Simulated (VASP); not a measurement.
# MgH2 (Fm-3m) in VASP: a series of runs

Runs on MgH2. Level: PBE. Tasks: single point.

Everything below comes from runs of VASP 6.6.1. Logs are shortened: lines on timing, memory, paths and dates and some standing lists are left out, and cuts for length are marked.

### 1 The structure

The structure is cubic, space group Fm-3m (No. 225). The conventional cell has a = 4.762 Å, b = 4.762 Å, c = 4.762 Å, α = 90.00°, β = 90.00°, γ = 90.00°. Around Mg (site symmetry m-3m) lie 8 H at 2.06 Å. Around H (site symmetry -43m) lie 4 Mg at 2.06 Å.

Measurements of this composition are mostly on another form, of space group No. 136.

### 2 Single point, PBE

Contents of INCAR:

```
SYSTEM = MgH2
PREC = Accurate
ENCUT = 520
EDIFF = 1E-6
ISMEAR = 0
SIGMA = 0.1
LREAL = .False.
LASPH = .True.
NELM = 80
ALGO = Normal
ISIF = 2
LWAVE = .False.
LCHARG = .False.
GGA = PE
NBANDS = 9
```

Contents of KPOINTS:

```
regular mesh
0
Gamma
  8 8 8
  0 0 0
```

Contents of POSCAR:

```
MgH2
1.0
    0.0000000000      2.3810671667      2.3810671667
    2.3810671667      0.0000000000      2.3810671667
    2.3810671667      2.3810671667      0.0000000000
Mg H
1 2
Direct
    0.0000000000      0.0000000000      0.0000000000
    0.7500000000      0.7500000000      0.7500000000
    0.2500000000      0.2500000000      0.2500000000
```

Potentials or basis: VASP PAW PBE potentials, release 64 (Mg, H).

Launch:

```sh
$ cat potpaw_PBE.64/Mg/POTCAR potpaw_PBE.64/H/POTCAR > POTCAR
$ mpirun -np 1 vasp_std > vasp.out
```

OUTCAR:

```text
SYSTEM = MgH2
   PREC = Accurate
   ENCUT = 520
   EDIFF = 1E-6
   ISMEAR = 0
   LREAL = .False.
   LASPH = .True.
   NELM = 80
   ISIF = 2
   GGA = PE

 ion  position               nearest neighbor table
   1  0.000  0.000  0.000-   2 2.06   3 2.06   2 2.06   2 2.06   2 2.06   3 2.06   3 2.06   3 2.06

   2  0.750  0.750  0.750-   1 2.06   1 2.06   1 2.06   1 2.06
   3  0.250  0.250  0.250-   1 2.06   1 2.06   1 2.06   1 2.06

  LATTYP: Found a face centered cubic cell.
 ALAT       =     4.7621343334

  Lattice vectors:

 A1 = (   0.0000000000,   2.3810671667,   2.3810671667)
 A2 = (   2.3810671667,   0.0000000000,   2.3810671667)
 A3 = (   2.3810671667,   2.3810671667,   0.0000000000)

Analysis of symmetry for initial positions (statically):
=====================================================================
 Subroutine PRICEL returns:
 Original cell was already a primitive cell.

 Routine SETGRP: Setting up the symmetry group for a
 face centered cubic supercell.

 Subroutine GETGRP returns: Found 48 space group operations
 (whereof 48 operations were pure point group operations)
 out of a pool of 48 trial point group operations.

The static configuration has the point symmetry O_h .

Analysis of symmetry for dynamics (positions and initial velocities):
=====================================================================
 Subroutine PRICEL returns:
 Original cell was already a primitive cell.

 Routine SETGRP: Setting up the symmetry group for a
 face centered cubic supercell.

 Subroutine GETGRP returns: Found 48 space group operations
 (whereof 48 operations were pure point group operations)
 out of a pool of 48 trial point group operations.

The dynamic configuration has the point symmetry O_h .

 Subroutine INISYM returns: Found 48 space group operations
 (whereof 48 operations are pure point group operations),
 and found     1 'primitive' translations

----------------------------------------------------------------------------------------

                                     Primitive cell

  volume of cell :      26.9988

  direct lattice vectors                    reciprocal lattice vectors
     0.000000000  2.381067167  2.381067167    -0.209989876  0.209989876  0.209989876
     2.381067167  0.000000000  2.381067167     0.209989876 -0.209989876  0.209989876
     2.381067167  2.381067167  0.000000000     0.209989876  0.209989876 -0.209989876

  length of vectors
     3.367337480  3.367337480  3.367337480     0.363713135  0.363713135  0.363713135

  position of ions in fractional coordinates (direct lattice)
     0.000000000  0.000000000  0.000000000
     0.750000000  0.750000000  0.750000000
     0.250000000  0.250000000  0.250000000

  ion indices of the primitive-cell ions
   primitive index   ion index
                 1           1
                 2           2
                 3           3

----------------------------------------------------------------------------------------

 KPOINTS: regular mesh

Automatic generation of k-mesh.
 Grid dimensions read from file:
 generate k-points for:    8    8    8

 Generating k-lattice:

  Cartesian coordinates                     Fractional coordinates (reciprocal lattice)
    -0.026248735  0.026248735  0.026248735     0.125000000  0.000000000  0.000000000
     0.026248735 -0.026248735  0.026248735     0.000000000  0.125000000  0.000000000
     0.026248735  0.026248735 -0.026248735     0.000000000  0.000000000  0.125000000

  Length of vectors
     0.045464142  0.045464142  0.045464142

  Shift w.r.t. Gamma in fractional coordinates (k-lattice)
     0.000000000  0.000000000  0.000000000

 Subroutine IBZKPT returns following result:
 ===========================================

 Found     29 irreducible k-points:

 Following reciprocal coordinates:
            Coordinates               Weight
  0.000000  0.000000  0.000000      1.000000
  0.125000  0.000000  0.000000      8.000000
  0.250000  0.000000  0.000000      8.000000
  0.375000  0.000000  0.000000      8.000000
  0.500000  0.000000  0.000000      4.000000
  0.125000  0.125000  0.000000      6.000000
[... 16 lines left out ...]
  0.500000  0.250000  0.125000     48.000000
 -0.375000  0.250000  0.125000     24.000000
 [... further k-points ...]
   k-points           NKPTS =     29   k-points in BZ     NKDIM =     29   number of bands    NBANDS=      9
   number of dos      NEDOS =    301   number of ions     NIONS =      3
   total plane-waves  NPLWV =  21952
   dimension x,y,z NGX =    28 NGY =   28 NGZ =   28
   dimension x,y,z NGXF=    56 NGYF=   56 NGZF=   56
   ions per type =               1   2
   NGX,Y,Z   is equivalent  to a cutoff of  13.82, 13.82, 13.82 a.u.
   NGXF,Y,Z  is equivalent  to a cutoff of  27.65, 27.65, 27.65 a.u.
 SYSTEM =  MgH2
   PREC   = accura    normal or accurate (medium, high low for compatibility)
   ISTART =      0    job   : 0-new  1-cont  2-samecut
   ICHARG =      2    charge: 1-file 2-atom 10-const
   ISPIN  =      1    spin polarized calculation?
   LNONCOLLINEAR =      F non collinear calculations
   LSORBIT =      F    spin-orbit coupling
   LASPH  =      T    aspherical Exc in radial PAW
   ENCUT  =  520.0 eV  38.22 Ry    6.18 a.u.   6.26  6.26  6.26*2*pi/ulx,y,z
   NELM   =     80;   NELMIN=  2; NELMDL= -5     # of ELM steps
   EDIFF  = 0.1E-05   stopping-criterion for ELM
   LREAL  =      F    real-space projection
   EDIFFG = 0.1E-04   stopping-criterion for IOM
   NSW    =      0    number of steps for IOM
   IBRION =     -1    ionic relax: 0-MD 1-quasi-New 2-CG
   NFREE  =      0    steps in history (QN), initial steepest desc. (CG)
   ISIF   =      2    stress and relaxation
   ISYM   =      2    0-nonsym 1-usesym 2-fastsym
   POTIM  = 0.5000    time-step for ionic-motion
   TEBEG  =    0.0;   TEEND  =   0.0 temperature during run
   PSTRESS=    0.0 pullay stress
   NELECT =       4.0000    total number of electrons
   NUPDOWN=      -1.0000    fix difference up-down
   EMIN   =  10.00;   EMAX   =-10.00  energy-range for DOS
   EFERMI =   0.00;   METHOD = LEGACY
   ISMEAR =     0;   SIGMA  =   0.10  broadening in eV -4-tet -1-fermi 0-gaus
   EFERMI_NEDOS =   21; number of points for ismear=-14 and -15
   IALGO  =     38    algorithm
   IMIX   =      4    mixing-type and parameters
     AMIX     =   0.40;   BMIX     =  1.00
     AMIX_MAG =   1.60;   BMIX_MAG =  1.00
  volume/ion in A,a.u.               =       9.00        60.73
  Fermi-wavevector in a.u.,A,eV,Ry     =   0.866257  1.636987 10.209817  0.750400
  Thomas-Fermi vector in A             =   1.984619
   LORBIT       =      0    0 simple, 1 ext, 2 COOP (PROOUT), +10 PAW based schemes
   GGA     = PE    functional components
   LHFCALC =     F    Hartree Fock is set to
   AEXX    =    0.0000 exact exchange contribution
   IVDW    =     0    specifies the selected vdW correction
   LEPSILON=     F    determine dielectric tensor
   LRPA    =     F    only Hartree local field effects (RPA)
 non-spin polarized calculation
 Gauss-broadening in eV      SIGMA  =   0.10
  energy-cutoff  :      520.00
  volume of cell :       27.00
 maximum number of plane-waves:       740
 NGX is ok and might be reduce to    28
   NGX = 13   NGY = 13   NGZ = 13

 number of electron       4.0000000 magnetization

 Free energy of the ion-electron system (eV)
  ---------------------------------------------------
  ext. energy  EPLUGINS =         0.00000000
  ---------------------------------------------------
  free energy    TOTEN  =        -8.49707443 eV

  energy without entropy =       -8.49571519  energy(sigma->0) =       -8.49639481

 E-fermi :   3.0645     XC(G=0):  -8.9496

 val. band max:        2.9864826096   @ k =  -0.3750   0.5000   0.1250
 cond. band min:       3.1148873130   @ k =   0.1250   0.1250   0.0000
 fundamental gap:      0.1284047034
 Fermi energy:         3.0644816009

 k-point     1 :       0.0000    0.0000    0.0000
  band No.  band energies     occupation
      1      -7.0099      2.00000
      2       3.8420      0.00000
      3      12.2708      0.00000
      4      12.2708      0.00000
      5      12.2708      0.00000
      6      14.8375      0.00000
      7      14.8375      0.00000
      8      14.8375      0.00000
      9      15.5630      0.00000

 k-point     2 :       0.1250    0.0000    0.0000
  band No.  band energies     occupation
      1      -6.7250      2.00000
      2       3.2049      0.04713
      3      11.0824      0.00000
      4      11.9042      0.00000
      5      11.9042      0.00000
      6      14.4160      0.00000
      7      15.6482      0.00000
      8      15.6482      0.00000
      9      16.3617      0.00000

 k-point     3 :       0.2500    0.0000    0.0000
  band No.  band energies     occupation
      1      -5.8828      2.00000
      2       1.5319      2.00000
      3       9.8982      0.00000
      4      11.5020      0.00000
      5      11.5020      0.00000
      6      12.5823      0.00000
      7      14.6174      0.00000
      8      14.6174      0.00000
      9      17.9058      0.00000

 k-point     4 :       0.3750    0.0000    0.0000
  band No.  band energies     occupation
      1      -4.5219      2.00000
      2      -0.6072      2.00000
      3       9.5231      0.00000
      4      11.0316      0.00000
      5      11.5094      0.00000
      6      11.5094      0.00000
      7      13.0590      0.00000
      8      13.0590      0.00000
      9      20.5175      0.00000

 k-point     5 :       0.5000    0.0000    0.0000
  band No.  band energies     occupation
      1      -2.7656      2.00000
      2      -2.6673      2.00000
      3       9.7248      0.00000
      4      10.1834      0.00000
      5      11.9713      0.00000
      6      11.9713      0.00000
      7      12.0697      0.00000
      8      12.0697      0.00000
      9      22.6454      0.00000

 k-point     6 :       0.1250    0.1250    0.0000
  band No.  band energies     occupation
      1      -6.6312      2.00000
      2       3.1149      0.47594
      3      10.7430      0.00000
      4      10.7430      0.00000
      5      12.9216      0.00000
      6      13.7745      0.00000
      7      13.8821      0.00000
      8      16.9914      0.00000
      9      16.9914      0.00000
[... 169 lines left out ...]
 k-point    21 :       0.5000    0.5000    0.0000
  band No.  band energies     occupation
      1      -2.7705      2.00000
      2       0.5853      2.00000
      3       2.5841      2.00000
      4       7.6552      0.00000
      5       7.6552      0.00000
      6      10.8762      0.00000
      7      19.6856      0.00000
      8      23.2578      0.00000
      9      23.2578      0.00000

 k-point    22 :       0.3750    0.2500    0.1250
  band No.  band energies     occupation
      1      -5.1649      2.00000
      2       1.0602      2.00000
      3       7.5198      0.00000
      4       8.6999      0.00000
      5      10.5340      0.00000
      6      14.2369      0.00000
      7      14.8885      0.00000
      8      16.1305      0.00000
      9      19.4049      0.00000

 k-point    23 :       0.5000    0.2500    0.1250
  band No.  band energies     occupation
      1      -3.8684      2.00000
      2      -0.4349      2.00000
      3       6.3260      0.00000
      4       7.2174      0.00000
      5      11.1384      0.00000
      6      13.0063      0.00000
      7      15.9986      0.00000
      8      17.4123      0.00000
      9      18.6945      0.00000

 k-point    24 :      -0.3750    0.2500    0.1250
  band No.  band energies     occupation
      1      -2.2350      2.00000
      2      -2.1831      2.00000
      3       6.1009      0.00000
      4       6.5656      0.00000
      5      11.8628      0.00000
      6      11.8941      0.00000
      7      17.2397      0.00000
      8      17.5688      0.00000
      9      19.1064      0.00000

 [... further k-points ...]

------------------------ aborting loop because EDIFF is reached ----------------------------------------

  FORCE on cell =-STRESS in cart. coord.  units (eV):
  Direction    XX          YY          ZZ          XY          YZ          ZX
  --------------------------------------------------------------------------------------
  -------------------------------------------------------------------------------------
  Total       -0.1114126     -0.1114126     -0.1114126     -0.0000000     -0.0000000      0.0000000
  in kB       -6.6115011     -6.6115011     -6.6115011     -0.0000000     -0.0000000      0.0000000
  external PRESSURE =      -6.6115011 kB  Pullay stress =       0.0000000 kB

 VOLUME and BASIS-vectors are now :
 -----------------------------------------------------------------------------
  energy-cutoff  :      520.00
  volume of cell :       27.00
      direct lattice vectors                 reciprocal lattice vectors
     0.000000000  2.381067167  2.381067167    -0.209989876  0.209989876  0.209989876
     2.381067167  0.000000000  2.381067167     0.209989876 -0.209989876  0.209989876
     2.381067167  2.381067167  0.000000000     0.209989876  0.209989876 -0.209989876

 POSITION                                       TOTAL-FORCE (eV/Angst)
 -----------------------------------------------------------------------------------
      0.00000      0.00000      0.00000         0.000000      0.000000     -0.000000
      3.57160      3.57160      3.57160         0.000000      0.000000      0.000000
      1.19053      1.19053      1.19053        -0.000000     -0.000000     -0.000000
 -----------------------------------------------------------------------------------
    total drift:                                0.000000      0.000000      0.000000

  FREE ENERGIE OF THE ION-ELECTRON SYSTEM (eV)
  ---------------------------------------------------
  free  energy   TOTEN  =        -8.4970744252 eV

  energy  without entropy=       -8.4957151889  energy(sigma->0) =       -8.49639481
```

Run time: 9.2 s. Hardware: 1 thread of Intel Xeon Platinum 8375C at 2.90GHz (Ice Lake), shared host; peak memory 0.15 GiB.

What came out:

| Property | Result |
| --- | --- |
| Free energy | -8.4971 eV |
| Pressure | -0.7 GPa |
| Band gap on the k mesh | none (metal or under the smearing width) |

Levels at points of the mesh, in eV from the Fermi level:
| k point | band 1 | band 2 | band 3 | band 4 | band 5 |
| --- | --- | --- | --- | --- | --- |
| (0.00, 0.00, 0.00) | -10.07 | 0.78 | 9.21 | 9.21 | 9.21 |
| (0.50, 0.00, 0.00) | -5.83 | -5.73 | 6.66 | 7.12 | 8.91 |
| (0.50, 0.50, 0.00) | -5.83 | -2.48 | -0.48 | 4.59 | 4.59 |

### 3 Single point, PBE

Contents of INCAR:

```
SYSTEM = MgH2
  PREC = Accurate
  ENCUT = 520
  EDIFF = 1E-7
  ISMEAR = 0
  SIGMA = 0.1
  LREAL = .FALSE.
  LASPH = .TRUE.
  NELM = 100
  ALGO = Fast
  ISIF = 2
  LWAVE = .FALSE.
  LCHARG = .TRUE.
  GGA = PE
  LELF = .TRUE.
  LVHAR = .TRUE.
  NBANDS = 9
```

Contents of KPOINTS:

```
Automatic mesh
0
G
  6 6 6
  0 0 0
```

POSCAR is that of step 2.

Potentials or basis: VASP PAW PBE potentials, release 64 (Mg, H).

Launch:

```sh
$ cat potpaw_PBE.64/Mg/POTCAR potpaw_PBE.64/H/POTCAR > POTCAR
$ mpirun -np 1 vasp_std > vasp.out
```

Wall time 9.7 s (1 thread of Intel Xeon Platinum 8375C at 2.90GHz (Ice Lake), shared host); peak memory 0.15 GiB.

The run converged. Its results:

```yaml
Free_energy: -8.4946 eV
Pressure: -0.4 GPa
Band_gap_on_the_k_mesh: none (metal or under the smearing width)
```

Levels at points of the mesh, in eV from the Fermi level:
| k point | band 1 | band 2 | band 3 | band 4 | band 5 | band 6 |
| --- | --- | --- | --- | --- | --- | --- |
| (0.00, 0.00, 0.00) | -9.82 | 1.05 | 9.45 | 9.45 | 9.45 | 12.01 |
| (0.50, 0.00, 0.00) | -5.58 | -5.48 | 6.93 | 7.37 | 9.15 | 9.15 |
| (0.50, 0.50, 0.00) | -5.58 | -2.22 | -0.24 | 4.83 | 4.83 | 8.06 |

Caveat: the k mesh is coarse (spacing up to 0.38 Å⁻¹), so the values aren't converged.
